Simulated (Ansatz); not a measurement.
All numbers below come from Ansatz, DFT PBE, scalar-relativistic, plane waves, PAW.

Settings: cutoff 420 eV, Γ-centred mesh 8×8×6 on the computed 4-atom cell, Gaussian smearing of 0.02 eV; no spin polarisation.

Structure with the computed forces (eV/Å) in the last three columns:

```xyz
4
Lattice="4.0867 0.0000 0.0000 0.0000 4.0867 0.0000 0.0000 0.0000 6.2214" Properties=species:S:1:pos:R:3:forces:R:3 pbc="T T T" pressure_GPa=0.49
Zn    0.0000    0.0000    0.0000    0.0000    0.0000    0.0000
Zn    2.0433    2.0433    0.0000    0.0000    0.0000    0.0000
Se    0.0000    2.0433    1.4887    0.0000    0.0000    0.0620
Se    2.0433    0.0000    4.7327    0.0000    0.0000   -0.0620
```

Stress tensor (GPa, compression positive):

```
0.52 0.00 0.00
0.00 0.52 0.00
0.00 0.00 0.44
```

The cell holds layers, and where no dispersion correction was added their binding is poorly described.

This form isn't the usual stable structure of the compound.